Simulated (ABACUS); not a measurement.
Runs of ABACUS 3.10.1 on Sb. It takes space group Im-3m (No. 229, cubic). Conventional cell: a = 3.743 Å, b = 3.743 Å, c = 3.743 Å, α = 90.00°, β = 90.00°, γ = 90.00°. Sb (site symmetry m-3m) is surrounded by 8 Sb at 3.24 Å.

```tsv
level	potentials or basis	cell	k mesh	cutoff (eV)	SCF threshold on the density	eigensolver	orbital files	share of exact exchange	screening of the exchange	mesh quality	gap on the mesh (eV)	pressure (GPa)
PBE	PseudoDojo NC SR 0.4.1 PBE standard, plane waves	cell strained by +0.03 along c	7 × 7 × 7	1102	1e-08	dav	-	-	-	not flagged	none	1.0
PBE	PseudoDojo NC SR 0.4.1 PBE standard, plane waves	cell strained by -0.06 along c	7 × 7 × 7	1102	1e-08	dav	-	-	-	not flagged	none	7.7
PBE	PseudoDojo NC SR 0.4.1 PBE standard, plane waves	as given	7 × 7 × 7	1102	1e-08	dav	-	-	-	not flagged	none	2.4
HSE-type (share 0.25, screening 0.11/bohr)	SG15 ONCV 1.2 PBE, DZP LCAO (the cutoffs set its grid)	as given	4 × 4 × 4	1361	1e-07	genelpa	Sb Sb_confined-atom_8au_2s2p2d.orb	0.25	0.11 1/bohr	coarse	none	-
HSE-type (share 0.4, screening 0.11/bohr)	SG15 ONCV 1.2 PBE, DZP LCAO (the cutoffs set its grid)	as given	4 × 4 × 4	1361	1e-07	genelpa	Sb Sb_confined-atom_8au_2s2p2d.orb	0.4	0.11 1/bohr	coarse	none	-
HSE-type (share 0.1, screening 0.11/bohr)	SG15 ONCV 1.2 PBE, DZP LCAO (the cutoffs set its grid)	as given	4 × 4 × 4	1361	1e-07	genelpa	Sb Sb_confined-atom_8au_2s2p2d.orb	0.1	0.11 1/bohr	coarse	none	-
PBE	PseudoDojo NC SR 0.4.1 PBE standard, plane waves	cell strained by +0.06 along c	7 × 7 × 7	1102	1e-08	dav	-	-	-	not flagged	none	(a)
PBE	PseudoDojo NC SR 0.4.1 PBE standard, plane waves	cell strained by -0.03 along c	7 × 7 × 7	1102	1e-08	dav	-	-	-	not flagged	none	(b)
```

Alike in all rows: task single point; no spin polarisation; smearing fermi-dirac 0.05 eV.

Task: Fill in the values left out.

Result: (a) -0.2; (b) 4.8.

Caveats: some runs use coarse meshes; the atomic orbitals were generated for these runs and aren't a published set (some runs); gaps of hybrids in this basis differ from plane-wave ones by up to 0.1 eV (some runs); the potentials were made for another functional, which shifts forces and pressure (some runs); the basis of atomic orbitals isn't converged, which shifts pressures, moduli and gaps (some runs).

A k mesh can miss the band edges, and the runs leave out spin-orbit coupling on Sb.

A gap of «none» marks a metal or a gap under the smearing width.
